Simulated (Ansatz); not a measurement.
AlP (started from an entry of an open crystallographic database) was put through Ansatz (plane waves). Cell and atoms come from a relaxation with r2SCAN.

The cell given to it:
```
Al P
1.0
     0.00000    2.73926    2.73926
     2.73926    0.00000    2.73926
     2.73926    2.73926    0.00000
Al P
1 1
Direct
  0.00000 0.00000 0.00000
  0.25000 0.25000 0.25000
```

The log, with set-up remarks and timings taken out:
```
Crystal: 2 atoms, lattice volume = 41.108 Å³
Basis set: ecut = 500 eV, 1037 PW (Γ)
Bands: 8, of which v1, the nominal top of the filled ones, is band 4 counted from 1 (3 counted from 0)
Symmetry: 24 space group operations
Space group: F-43m (ITA 216)
k-points: 16 of 216 (time reversal used)
Free energy (F): -1301.059881 eV
Fermi energy:    4.791114 eV
--- Per-component energies (eV) ---
  E_band       = 1.738418
  E_kinetic    = 93.962588
  E_local      = -82.363826
  E_nonlocal   = 43.304681
  E_hartree    = 25.393476
  E_xc         = -95.656749
  E_vxc        = -96.669397
  E_paw        = -1049.069151
  E_vpaw       = -11.357136
  E_vtau       = 4.075211
  E_ewald      = -236.479950
  E_core_change = -0.150950
--- G₀W₀: contour deformation, 7 samples at zero and on the imaginary axis and 2 off it, 216 q-points, 225 empty bands' worth ---
    ik  band        ε_KS         Σx   Σc(E_QP)       V_xc       Z   E_QP_lin       E_QP  E_QP is
     0     3      4.7911   -15.8579     1.2698   -13.9472  0.7735     4.1463     4.1503  root
     0     4      4.7911   -15.8579     1.2698   -13.9472  0.7735     4.1463     4.1503  root
     0     5      8.6990    -8.3225    -4.1697   -12.4342  0.7873     8.6410     8.6410  root
     0     6      9.7363    -6.2708    -4.2869   -10.7778  0.7808     9.9570     9.9564  root
     1     3      4.5429   -15.7914     1.3384   -13.8124  0.7721     3.8983     3.9023  root
     1     4      4.5429   -15.7914     1.3384   -13.8124  0.7721     3.8983     3.9023  root
     1     5      8.9084    -7.2479    -4.1340   -11.4604  0.7870     8.9869     8.9868  root
     1     6     10.1874    -6.2287    -4.4249   -10.8593  0.7755    10.3938    10.3932  root
     2     3      4.1584   -15.8241     1.4829   -13.6940  0.7693     3.5067     3.5112  root
     2     4      4.1584   -15.8241     1.4829   -13.6940  0.7693     3.5067     3.5112  root
     2     5      8.3140    -7.2089    -3.9673   -11.2468  0.7914     8.3848     8.3847  root
     2     6     10.2353    -5.6351    -4.4215   -10.2411  0.7779    10.4202    10.4197  root
     3     3      4.0021   -15.8708     1.5479   -13.6718  0.7680     3.3464     3.3510  root
     3     4      4.0021   -15.8708     1.5479   -13.6718  0.7680     3.3464     3.3510  root
     3     5      8.0721    -7.2834    -3.9067   -11.2544  0.7927     8.1365     8.1365  root
     3     6      9.9961    -5.4170    -4.3479    -9.9445  0.7817    10.1762    10.1757  root
     4     3      4.0303   -15.5656     1.4904   -13.4289  0.7690     3.3794     3.3840  root
     4     4      4.0303   -15.5656     1.4904   -13.4289  0.7690     3.3794     3.3840  root
     4     5      8.7712    -6.1333    -4.0316   -10.3105  0.7892     8.9170     8.9167  root
     4     6     10.0058    -7.4227    -4.3851   -11.8278  0.7770    10.0258    10.0258  root
     6     3      2.7700   -15.4071     1.8891   -12.8595  0.7576     2.1053     2.1115  root
     6     4      3.5582   -15.6866     1.6820   -13.3489  0.7647     2.8973     2.9024  root
     6     5      8.5156    -6.0849    -3.9897   -10.1597  0.7917     8.6007     8.6006  root
     6     6     10.3299    -6.4790    -4.3910   -10.9455  0.7757    10.4055    10.4054  root
     8     3      3.1470   -15.2089     1.7450   -12.8113  0.7622     2.4888     2.4944  root
     8     4      4.4731   -15.8918     1.3693   -13.8818  0.7714     3.8284     3.8325  root
     8     5      9.6051    -7.0906    -4.3385   -11.5851  0.7796     9.7613     9.7610  root
     8     6     10.2794    -6.4941    -4.2952   -10.8255  0.7780    10.3156    10.3156  root
     9     3      3.0152   -15.5832     1.8827   -13.0353  0.7595     2.3439     2.3500  root
     9     4      3.0152   -15.5832     1.8827   -13.0353  0.7595     2.3439     2.3500  root
     9     5      7.3755    -5.6332    -3.7220    -9.4015  0.7983     7.4219     7.4219  root
     9     6      8.3649    -5.6693    -3.9363    -9.7046  0.7951     8.4641     8.4639  root
    12     3      2.6260   -15.6393     2.0379   -12.9311  0.7551     1.9491     1.9558  root
    12     4      2.6260   -15.6393     2.0379   -12.9311  0.7551     1.9491     1.9558  root
    12     5      6.7155    -5.2253    -3.5998    -8.8276  0.8021     6.7181     6.7181  root
    12     6      7.6270    -6.0639    -3.7410    -9.9206  0.7981     7.7427     7.7426  root
```

The points are ik 0 = (0, 0, 0) (Γ), ik 1 = (0, 0, 1/6), ik 2 = (0, 0, 1/3), ik 3 = (0, 0, -1/2), ik 4 = (0, 1/6, 1/6), ik 6 = (0, 1/6, -1/2), ik 8 = (0, 1/6, -1/6), ik 9 = (0, 1/3, 1/3), ik 12 = (0, -1/2, -1/2); band 4 is the last filled one.

Problem. Reconstruct the input.

Solution.
```yaml
crystal:
  # lattice and atoms as above
kpoints:
  mp_grid: { grid: [6, 6, 6] }
hamiltonian:
  xc: r2scan
scf:
  occupations: { method: fixed }
gw:
  n_empty_bands: 225
  ecut_chi: 180
  qp_bands: [v2, c2]
  qp_kpoints: band_edges
  screening: { model: contour_deformation }
```
The term E_vtau belongs to a meta-GGA, which reads the kinetic-energy density. The quasiparticle table needs the gw block. The lines shown narrow the functional down without fixing it; this is the one that was run. This is the file that was run; thresholds and some counts can't be read off the log exactly.

It took 11 s on 1 × NVIDIA H100 80GB HBM3 with 2 threads of AMD EPYC 7R13 Processor (Zen 3), with other jobs on the host; peak host memory 1.5 GiB.

Spin-unpolarised throughout; all numbers are computed.
